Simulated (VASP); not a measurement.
# Ca (Im-3m) in VASP: notebook, part 3 of 3

VASP 6.6.1. The steps go on from the part before.

## Step 4: Single point, r2SCAN

This run uses another cell than the first one, of 42.51 Å³/atom, 0.979 times its volume.

Contents of POSCAR:

```
Ca
1.0
   -2.1986331432      2.1986331432      2.1986331432
    2.1986331432     -2.1986331432      2.1986331432
    2.1986331432      2.1986331432     -2.1986331432
Ca
1
Direct
    0.0000000000      0.0000000000      0.0000000000
```

Contents of INCAR.step1:

```
ALGO = Normal
EDIFF = 1E-4
ENCUT = 520
GGA = PE
ISMEAR = 0
LASPH = True
LCHARG = False
LREAL = False
LWAVE = True
NBANDS = 11
NELM = 100
PREC = Accurate
SIGMA = 0.05
```

Contents of INCAR.step2:

```
ALGO = Normal
EDIFF = 1E-6
ENCUT = 520
ISIF = 2
ISMEAR = 0
ISTART = 1
LASPH = True
LCHARG = True
LELF = True
LMIXTAU = True
LREAL = False
LVHAR = True
LWAVE = False
METAGGA = R2SCAN
NBANDS = 11
NELM = 100
PREC = Accurate
SIGMA = 0.05
```

Contents of KPOINTS:

```
k-points
0
Gamma
  14 14 14
```

Potentials or basis: VASP PAW PBE potentials, release 64 (Ca_sv).

Launch:

```console
$ cat potpaw_PBE.64/Ca_sv/POTCAR > POTCAR
$ cp INCAR.step1 INCAR
$ mpirun -np 1 vasp_std > vasp.out
$ cp INCAR.step2 INCAR
$ mpirun -np 1 vasp_std > vasp.out
```

OUTCAR:

```text
EDIFF = 1E-6
   ENCUT = 520
   ISIF = 2
   ISMEAR = 0
   ISTART = 1
   LASPH = True
   LREAL = False
   METAGGA = R2SCAN
   NELM = 100
   PREC = Accurate

 ion  position               nearest neighbor table
   1  0.000  0.000  0.000-

  LATTYP: Found a body centered cubic cell.
 ALAT       =     4.3972662864

  Lattice vectors:

 A1 = (  -2.1986331432,   2.1986331432,   2.1986331432)
 A2 = (   2.1986331432,  -2.1986331432,   2.1986331432)
 A3 = (   2.1986331432,   2.1986331432,  -2.1986331432)

Analysis of symmetry for initial positions (statically):
=====================================================================
 Subroutine PRICEL returns:
 Original cell was already a primitive cell.

 Routine SETGRP: Setting up the symmetry group for a
 body centered cubic supercell.

 Subroutine GETGRP returns: Found 48 space group operations
 (whereof 48 operations were pure point group operations)
 out of a pool of 48 trial point group operations.

The static configuration has the point symmetry O_h .

Analysis of symmetry for dynamics (positions and initial velocities):
=====================================================================
 Subroutine PRICEL returns:
 Original cell was already a primitive cell.

 Routine SETGRP: Setting up the symmetry group for a
 body centered cubic supercell.

 Subroutine GETGRP returns: Found 48 space group operations
 (whereof 48 operations were pure point group operations)
 out of a pool of 48 trial point group operations.

The dynamic configuration has the point symmetry O_h .

 Subroutine INISYM returns: Found 48 space group operations
 (whereof 48 operations are pure point group operations),
 and found     1 'primitive' translations

----------------------------------------------------------------------------------------

                                     Primitive cell

  volume of cell :      42.5127

  direct lattice vectors                    reciprocal lattice vectors
    -2.198633143  2.198633143  2.198633143     0.000000000  0.227414019  0.227414019
     2.198633143 -2.198633143  2.198633143     0.227414019  0.000000000  0.227414019
     2.198633143  2.198633143 -2.198633143     0.227414019  0.227414019  0.000000000

  length of vectors
     3.808144311  3.808144311  3.808144311     0.321611990  0.321611990  0.321611990

  position of ions in fractional coordinates (direct lattice)
     0.000000000  0.000000000  0.000000000

  ion indices of the primitive-cell ions
   primitive index   ion index
                 1           1

----------------------------------------------------------------------------------------

 KPOINTS: k-points

Automatic generation of k-mesh.
 Grid dimensions read from file:
 generate k-points for:   14   14   14

 Generating k-lattice:

  Cartesian coordinates                     Fractional coordinates (reciprocal lattice)
     0.000000000  0.016243859  0.016243859     0.071428571  0.000000000  0.000000000
     0.016243859  0.000000000  0.016243859     0.000000000  0.071428571  0.000000000
     0.016243859  0.016243859  0.000000000     0.000000000  0.000000000  0.071428571

  Length of vectors
     0.022972285  0.022972285  0.022972285

  Shift w.r.t. Gamma in fractional coordinates (k-lattice)
     0.000000000  0.000000000  0.000000000

 Subroutine IBZKPT returns following result:
 ===========================================

 Found    104 irreducible k-points:

 Following reciprocal coordinates:
            Coordinates               Weight
  0.000000  0.000000  0.000000      1.000000
  0.071429  0.000000  0.000000     12.000000
  0.142857  0.000000  0.000000     12.000000
  0.214286  0.000000  0.000000     12.000000
  0.285714  0.000000  0.000000     12.000000
  0.357143  0.000000  0.000000     12.000000
[... 16 lines left out ...]
  0.285714  0.285714  0.000000     24.000000
  0.357143  0.285714  0.000000     24.000000
 [... further k-points ...]
   k-points           NKPTS =    104   k-points in BZ     NKDIM =    104   number of bands    NBANDS=     11
   number of dos      NEDOS =    301   number of ions     NIONS =      1
   total plane-waves  NPLWV =  21952
   dimension x,y,z NGX =    28 NGY =   28 NGZ =   28
   dimension x,y,z NGXF=    56 NGYF=   56 NGZF=   56
   ions per type =               1
   NGX,Y,Z   is equivalent  to a cutoff of  12.22, 12.22, 12.22 a.u.
   NGXF,Y,Z  is equivalent  to a cutoff of  24.45, 24.45, 24.45 a.u.
 SYSTEM =  unknown system
   PREC   = accura    normal or accurate (medium, high low for compatibility)
   ISTART =      1    job   : 0-new  1-cont  2-samecut
   ICHARG =      0    charge: 1-file 2-atom 10-const
   ISPIN  =      1    spin polarized calculation?
   LNONCOLLINEAR =      F non collinear calculations
   LSORBIT =      F    spin-orbit coupling
   LASPH  =      T    aspherical Exc in radial PAW
   ENCUT  =  520.0 eV  38.22 Ry    6.18 a.u.   7.08  7.08  7.08*2*pi/ulx,y,z
   NELM   =    100;   NELMIN=  2; NELMDL=  0     # of ELM steps
   EDIFF  = 0.1E-05   stopping-criterion for ELM
   LREAL  =      F    real-space projection
   EDIFFG = 0.1E-04   stopping-criterion for IOM
   NSW    =      0    number of steps for IOM
   IBRION =     -1    ionic relax: 0-MD 1-quasi-New 2-CG
   NFREE  =      0    steps in history (QN), initial steepest desc. (CG)
   ISIF   =      2    stress and relaxation
   ISYM   =      2    0-nonsym 1-usesym 2-fastsym
   POTIM  = 0.5000    time-step for ionic-motion
   TEBEG  =    0.0;   TEEND  =   0.0 temperature during run
   PSTRESS=    0.0 pullay stress
   NELECT =      10.0000    total number of electrons
   NUPDOWN=      -1.0000    fix difference up-down
   EMIN   =  10.00;   EMAX   =-10.00  energy-range for DOS
   EFERMI =   0.00;   METHOD = LEGACY
   ISMEAR =     0;   SIGMA  =   0.05  broadening in eV -4-tet -1-fermi 0-gaus
   EFERMI_NEDOS =   21; number of points for ismear=-14 and -15
   IALGO  =     38    algorithm
   IMIX   =      4    mixing-type and parameters
     AMIX     =   0.40;   BMIX     =  1.00
     AMIX_MAG =   1.60;   BMIX_MAG =  1.00
  volume/ion in A,a.u.               =      42.51       286.89
  Fermi-wavevector in a.u.,A,eV,Ry     =   1.010575  1.909711 13.895122  1.021263
  Thomas-Fermi vector in A             =   2.143573
   LORBIT       =      0    0 simple, 1 ext, 2 COOP (PROOUT), +10 PAW based schemes
   METAGGA = R2SCAN    functional components
   LHFCALC =     F    Hartree Fock is set to
   AEXX    =    0.0000 exact exchange contribution
   IVDW    =     0    specifies the selected vdW correction
   LEPSILON=     F    determine dielectric tensor
   LRPA    =     F    only Hartree local field effects (RPA)
 non-spin polarized calculation
 Gauss-broadening in eV      SIGMA  =   0.05
  energy-cutoff  :      520.00
  volume of cell :       42.51
 maximum number of plane-waves:      1157
   NGX = 15   NGY = 15   NGZ = 15

 number of electron      10.0000001 magnetization

 Free energy of the ion-electron system (eV)
  ---------------------------------------------------
  ext. energy  EPLUGINS =         0.00000000
  ---------------------------------------------------
  free energy    TOTEN  =        -7.01502397 eV

  energy without entropy =       -7.01326032  energy(sigma->0) =       -7.01414215

 E-fermi :   2.0226     XC(G=0):  -8.1942

 val. band max:        2.0210520223   @ k =  -0.4286   0.4286   0.4286
 cond. band min:       2.0246566250   @ k =   0.3571   0.1429   0.1429
 fundamental gap:      0.0036046028
 Fermi energy:         2.0225745561

 k-point     1 :       0.0000    0.0000    0.0000
  band No.  band energies     occupation
      1     -41.8359      2.00000
      2     -21.8626      2.00000
      3     -21.8625      2.00000
      4     -21.8625      2.00000
      5      -2.3008      2.00000
      6       4.6696      0.00000
      7       4.6696      0.00000
      8       4.6696      0.00000
      9       5.7574      0.00000
     10       5.7574      0.00000
     11      12.7480      0.00000
[... 309 lines left out ...]
 k-point    24 :       0.3571    0.2857    0.0000
  band No.  band energies     occupation
      1     -41.8189      2.00000
      2     -21.9721      2.00000
      3     -21.9499      2.00000
      4     -21.8801      2.00000
      5       2.0908      0.05360
      6       2.0939      0.04369
      7       2.8008      0.00000
      8       5.7949      0.00000
      9       5.9543      0.00000
     10       7.1407      0.00000
     11       7.5544      0.00000

 [... further k-points ...]

------------------------ aborting loop because EDIFF is reached ----------------------------------------

  FORCE on cell =-STRESS in cart. coord.  units (eV):
  Direction    XX          YY          ZZ          XY          YZ          ZX
  --------------------------------------------------------------------------------------
  -------------------------------------------------------------------------------------
  Total        0.1071563      0.1071563      0.1071563      0.0000000      0.0000000     -0.0000000
  in kB        4.0384046      4.0384046      4.0384046      0.0000000      0.0000000     -0.0000000
  external PRESSURE =       4.0384046 kB  Pullay stress =       0.0000000 kB

 VOLUME and BASIS-vectors are now :
 -----------------------------------------------------------------------------
  energy-cutoff  :      520.00
  volume of cell :       42.51
      direct lattice vectors                 reciprocal lattice vectors
    -2.198633143  2.198633143  2.198633143     0.000000000  0.227414019  0.227414019
     2.198633143 -2.198633143  2.198633143     0.227414019  0.000000000  0.227414019
     2.198633143  2.198633143 -2.198633143     0.227414019  0.227414019  0.000000000

 POSITION                                       TOTAL-FORCE (eV/Angst)
 -----------------------------------------------------------------------------------
      0.00000      0.00000      0.00000         0.000000      0.000000     -0.000000
 -----------------------------------------------------------------------------------
    total drift:                                0.000000     -0.000000     -0.000000

  FREE ENERGIE OF THE ION-ELECTRON SYSTEM (eV)
  ---------------------------------------------------
  free  energy   TOTEN  =        -7.0150239658 eV

  energy  without entropy=       -7.0132603246  energy(sigma->0) =       -7.01414215
```

It took 55 s on 1 thread of Intel Xeon 6975P-C (Granite Rapids), shared host; peak memory 0.19 GiB.

What came out:

| Quantity | Value |
| --- | --- |
| Free energy | -7.0150 eV |
| Pressure | 0.4 GPa |
| Band gap on the k mesh | none (metal or under the smearing width) |

Levels at points of the mesh, in eV from the Fermi level:
| k point | band 1 | band 2 | band 3 | band 4 | band 5 | band 6 | band 7 | band 8 | band 9 | band 10 |
| --- | --- | --- | --- | --- | --- | --- | --- | --- | --- | --- |
| (0.00, 0.00, 0.00) | -43.86 | -23.89 | -23.89 | -23.89 | -4.32 | 2.65 | 2.65 | 2.65 | 3.73 | 3.73 |
| (0.50, 0.00, 0.00) | -43.84 | -24.03 | -23.93 | -23.89 | -0.87 | -0.15 | 1.60 | 3.65 | 4.03 | 4.81 |
| (0.50, 0.50, 0.50) | -43.83 | -23.99 | -23.99 | -23.99 | 0.13 | 0.13 | 4.15 | 4.15 | 4.15 | 4.58 |

Caveat: the PAW data sets were made with another functional, which shifts forces and pressure a little.

## Step 5: The runs side by side

| level | cell | k mesh | gap on the mesh (eV) | pressure (GPa) |
| --- | --- | --- | --- | --- |
| PBE | Im-3m, 43.44 Å³/atom | 6 × 6 × 6 | none | -0.3 |
| r2SCAN | Im-3m, 43.32 Å³/atom | 14 × 14 × 14 | none | 0.0 |
| r2SCAN | Im-3m, 42.51 Å³/atom | 14 × 14 × 14 | none | 0.4 |

Alike in all rows: task single point; potentials or basis VASP PAW PBE potentials, release 64 (Ca_sv); no spin polarisation; cutoff (eV) 520; smearing gaussian 0.05 eV.

Every run on the cell as given and a fine mesh finds a metal. The pressure there spans -0.3 GPa (PBE) to 0.4 GPa (r2SCAN); a positive pressure means that this level wants a larger cell, a negative one a smaller.

Caveats: the PAW data sets were made with another functional, which shifts forces and pressure a little (some runs).

Total energies depend on the potentials used, so only differences within one code and one set of settings carry meaning.
